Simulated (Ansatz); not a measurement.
**RbBr: from a trial structure to a relaxed crystal**

Level of theory: DFT PBE, scalar-relativistic, plane waves, PAW (Ansatz 0.2.0). Cutoff 420 eV, Γ-centred k mesh, Gaussian smearing, no spin polarisation in the final step.

A relaxed cell is given with its space group left out.

```xyz
2
Lattice="0.0000 3.5080 3.5080 3.5080 0.0000 3.5080 3.5080 3.5080 0.0000" Properties=species:S:1:pos:R:3 pbc="T T T"
Rb    0.0000    0.0000    0.0000
Br    3.5080    3.5080    3.5080
```

The zero of energy is the elements' standard structures at the same level; no fitted shifts are applied.

**Question.** What space group does it have?

**Answer.** Fm-3m (No. 225). Conventional cell: a = 7.016 Å. Rb is coordinated by 6 Br at 3.51 Å; Br is coordinated by 6 Rb at 3.51 Å.

**Question.** How far does it lie from the elements in energy?

**Answer.** -1.770 eV/atom.

**Question.** Is it a metal?

**Answer.** No, the gap on the 6×6×6 mesh is 4.19 eV.

The final run used a 6×6×6 mesh on its 2-atom cell and 0.02 eV smearing. The cell came from a trial start, so RbBr may not exist in this structure.

Cost: 3 runs of about 0.91 core-minutes in all, on Intel Xeon 6975P-C (Granite Rapids) (shared hosts).